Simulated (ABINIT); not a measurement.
Runs of ABINIT 10.8.3 (patched build) on ZrSe2. It takes space group P-3m1 (No. 164, trigonal). The conventional cell has a = 3.798 Å, b = 3.798 Å, c = 6.192 Å, α = 90.00°, β = 90.00°, γ = 120.00°. Zr (site symmetry -3m) is surrounded by 6 Se at 2.68 Å. Se (site symmetry 3m) has 3 Zr at 2.68 Å as nearest neighbours. 

```csv
task,level,potentials or basis,k mesh,gap on the mesh (eV),pressure (GPa),largest force (eV/Å)
single point,LDA,JTH PAW LDA v2.0,10 × 10 × 6,0.30,-3.2,0.08
band structure,LDA,JTH PAW LDA v2.0,8 × 8 × 5,0.33,-3.2,0.08
band structure,WC,JTH PAW PBE v2.0,8 × 8 × 5,0.37,-1.0,(c)
band structure,rPW86PBE,JTH PAW PBE v2.0,8 × 8 × 5,0.43,(a),0.59
single point,LDA,JTH PAW LDA v2.0,6 × 6 × 4,0.29,-3.1,(b)
```

Alike in all rows: no spin polarisation; cell as given; cutoff (eV) 463; smearing fermi-dirac 0.05 eV.

Fill in the values left out.

(a) 5.2; (b) 0.09; (c) 0.11.

Caveats: the PAW data sets were made with another functional, which shifts forces and pressure a little (some runs); this functional lacks dispersion, which binds the layers, so the pressure and a relaxed spacing across them are unreliable (some runs).

A k mesh can miss the band edges, and the runs leave out spin-orbit coupling on Se, Zr.

Runs at the PBE level aren't shown here.
